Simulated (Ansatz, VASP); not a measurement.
## Two plane-wave programs on PbO2

```
Pb O
1.0
     2.73693   -2.82298    0.00000
     2.73693    2.82298    0.00000
     0.00000    0.00000    5.16179
Pb O
2 4
Cartesian
  2.7369 -0.8812 4.0553
  2.7369 0.8812 1.4744
  1.4048 -0.5683 0.5529
  4.0690 0.5683 3.1338
  1.4048 0.5683 3.1338
  4.0690 -0.5683 0.5529
```

Alike in both runs: task single point; functional PBE; k mesh 4 × 4 × 4; occupations gaussian, width 0.1 eV; no spin polarisation.

```csv
,VASP,Ansatz
version,VASP 6.6.1,Ansatz 0.2.0
potentials or method,"VASP PAW PBE potentials, release 64 (Pb_d, O)","scalar-relativistic, plane waves, PAW"
plane-wave cutoff (eV),520,420
valence electrons in the cell,52,52
```

VASP gave:

* gap on the k mesh at the Fermi level (eV): none
* pressure (GPa): 14.5
* largest component of the traceless stress (GPa): 6.11
* rms of the force components (eV/Å): 0.607

Task: What did Ansatz give for the same quantities?

Result: gap on the k mesh at the Fermi level (eV): none; pressure (GPa): 14.2; largest component of the traceless stress (GPa): 6.09; rms of the force components (eV/Å): 0.598.

Atom by atom the forces differ by 0.011 eV/Å (rms over components). A gap of «none» marks a metal or a gap that the smearing closes.

Caveats: the k mesh is coarse (spacing up to 0.40 Å⁻¹), so the values aren't converged; forces of over 1 eV/Å show positions far from the minimum, so gaps and moduli don't describe the material at rest. Spin-orbit coupling is left out, which matters for the levels of Pb.
